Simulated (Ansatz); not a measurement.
Input and command of a calculation in Ansatz (plane waves; scalar-relativistic PAW potentials unless the input names others):

```yaml
crystal:
  lattice:
    - [0.0, 3.7303723276, 3.7303723276]
    - [3.7303723276, 0.0, 3.7303723276]
    - [3.7303723276, 3.7303723276, 0.0]
  atoms:
    - { symbol: Si, position: [0.5, 0.5, 0.5] }
    - { symbol: Si, position: [0.75, 0.75, 0.75] }
    - { symbol: O, position: [0.625, 0.625, 0.625] }
    - { symbol: O, position: [0.125, 0.625, 0.625] }
    - { symbol: O, position: [0.625, 0.625, 0.125] }
    - { symbol: O, position: [0.625, 0.125, 0.625] }
basis:
  ecutwfc: 420
kpoints:
  mp_grid: { grid: [6, 6, 6] }
hamiltonian:
  xc: pbe
scf:
  occupations: { method: gaussian, width: 0.02 }
  eigensolver: { kind: davidson }
output:
  forces: true
  eigenvalues: true
  stress: true
```

```bash
ansatz run input.yaml --threads 1 --pin off --max-ram 2560MiB --backend cpu --events-out ev --progress --plain --runs-dir out
```

Abridged log:
```
Pseudopotentials: kind: paw
Pseudopotential: Si, paw, valence charge 4, recommended cutoff 420 eV (normal)
Pseudopotential: O, paw, valence charge 6, recommended cutoff 420 eV (normal)
Functional definition: PBE
Crystal: 6 atoms, lattice volume = 103.821 Å³
Basis set: ecut = 420 eV, 2085 PW (Γ), exchange–correlation on 72×72×72 points (8 copies of the dense FFT grid, shifted against one another)
Bands: 22, of which v1, the nominal top of the filled ones, is band 16 counted from 1 (15 counted from 0)
Symmetry: 48 space group operations
Space group: Fd-3m (ITA 227), of the structure as read, at distance tolerance 4.7e-5 Å
k-points: 16 of 216
Initial density: superposition of atomic densities (neutral atoms: chi_scale 0, normalization atom), corrected by the library's trained network
Initial wavefunctions: pseudopotential atomic-orbital guess
Functional: x = pbe(κ = 0.804, μ = 0.21951497), c = pbe(β = 0.06672455)
SCF iter   1: F=—  HF=-3548.112868 eV  |F-HF|=—  |Δ(HF+E_count)|=         —  Δρ=1.31e-3  dr2=1.26e-3  ethr=1.77e-3  ⟨swp⟩=10.0  Hψ=1985  notcnv=0
SCF iter   2: F=—  HF=-3548.113907 eV  |F-HF|=—  |Δ(HF+E_count)|=   1.04e-3  Δρ=3.80e-4  dr2=5.89e-5  ethr=1.84e-7  ⟨swp⟩=2.9  Hψ=1813  notcnv=0  defer=3
SCF iter   3: F=—  HF=-3548.114220 eV  |F-HF|=—  |Δ(HF+E_count)|=   3.13e-4  Δρ=1.82e-4  dr2=1.32e-5  ethr=1.84e-7  ⟨swp⟩=3.0  Hψ=799  notcnv=0
automatic band count: iteration 3 solves 19 bands in place of 22: the levels show a gap, and the empty bands left out lie too high to hold charge; the band table lists the bands solved (type scf.n_extra_bands for more)
SCF iter   4: F=—  HF=-3548.114300 eV  |F-HF|=—  |Δ(HF+E_count)|=   8.02e-5  Δρ=2.52e-5  dr2=3.16e-7  ethr=4.13e-8  ⟨swp⟩=3.0  Hψ=837  notcnv=0
SCF iter   5: F=-3548.114300 eV  HF=-3548.114300 eV  |F-HF|=1.43e-8  |Δ(HF+E_count)|=   4.77e-9  Δρ=4.36e-6  dr2=8.14e-9  ethr=9.88e-10  ⟨swp⟩=3.0  Hψ=774  notcnv=0
SCF iter   6: F=-3548.114300 eV  HF=-3548.114300 eV  |F-HF|=3.37e-10  |Δ(HF+E_count)|=   1.71e-8  Δρ=9.07e-7  dr2=3.09e-10  ethr=2.54e-11  ⟨swp⟩=3.1  Hψ=777  notcnv=0
SCF 1 converged in 6 iterations: F = -3548.114300 eV  dr2 = 3.09e-10
  Residual-converged pass: ⟨swp⟩=2.9  Hψ=577  notcnv=0  max |occ|·‖R‖ = 6.4e-6 eV (tolerance 6.7e-6 eV) dr2=3.32e-10  dr2_onsite=1.06e-11  max |Δocc| = 0.0e0
SCF converged after 6 iterations
Free energy (F): -3548.114300 eV
Harris-Foulkes:  -3548.114300 eV  (|F-HF|=3.37e-10)
Internal energy: -3548.114300 eV  (E = F + TS)
E sigma→0 (E₀):  -3548.114300 eV
Fermi energy:    2.744558 eV
--- Forces (eV/Å), atoms counted from 1 ---
  atom   1  Si     0.00000000     0.00000000     0.00000000
  atom   2  Si     0.00000000     0.00000000     0.00000000
  atom   3  O      0.00000000     0.00000000     0.00000000
  atom   4  O      0.00000000     0.00000000     0.00000000
  atom   5  O      0.00000000     0.00000000     0.00000000
  atom   6  O      0.00000000     0.00000000     0.00000000
--- Stress (GPa, compression-positive) ---
        0.005475       0.000000       0.000000
        0.000000       0.005475       0.000000
        0.000000       0.000000       0.005475
  P = ⅓ Tr σ = 0.0055 GPa (0.055 kbar)
```

Apart from outputs and empty bands, the input differs from a reference run on usual settings in scf.eigensolver.kind: not typed → "davidson". The reference, at the same geometry, gave pressure 0.01 GPa, largest force 0.000 eV/Å, gap on the mesh 5.37 eV. This run converged in 6 SCF iterations with an energy at zero smearing within 0.01 meV/atom of the reference's, pressure 0.01 GPa, largest force 0.000 eV/Å, gap on the mesh 5.37 eV.

It took 3 s on 1 thread of Arm Neoverse V1, with other jobs on the host, peak memory 0.32 GiB.